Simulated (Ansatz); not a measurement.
# Property card for Hf2S

Level of theory: Ansatz, DFT r2SCAN, scalar-relativistic, plane waves, PAW.

Plane waves to 500 eV, a k mesh through Γ of 12×12×4 on the computed 6-atom cell and Gaussian smearing (0.10 eV); no spin polarisation.

The structure is relaxed at this level of theory with its symmetry kept. Whether it is the stable form of this composition wasn't checked.

The structure is hexagonal, space group P6_3/mmc (No. 194). The conventional cell has a = 3.381 Å, b = 3.381 Å, c = 11.741 Å, α = 90.00°, β = 90.00°, γ = 120.00°. Hf (site symmetry 3m) has 3 S at 2.63 Å as nearest neighbours. S (site symmetry -6m2) has 6 Hf at 2.63 Å as nearest neighbours.

| Item | Value |
| --- | --- |
| Volume per atom | 19.38 Å³ |
| Formation energy from the elements' standard states (uncorrected) | -1.169 eV/atom |
| Generalised Kohn–Sham band gap | none (metal) |
| Density of states at the Fermi level | 2.06 states/eV per cell |
| Löwdin character within 0.5 eV of the Fermi level | Hf 5d 89 %, unprojected 6 % |
| Bader charges (e) | Hf (4 in the cell) 0.72, S (2 in the cell) -1.43 |

Spin-orbit coupling is left out, which matters for the bands of heavy elements.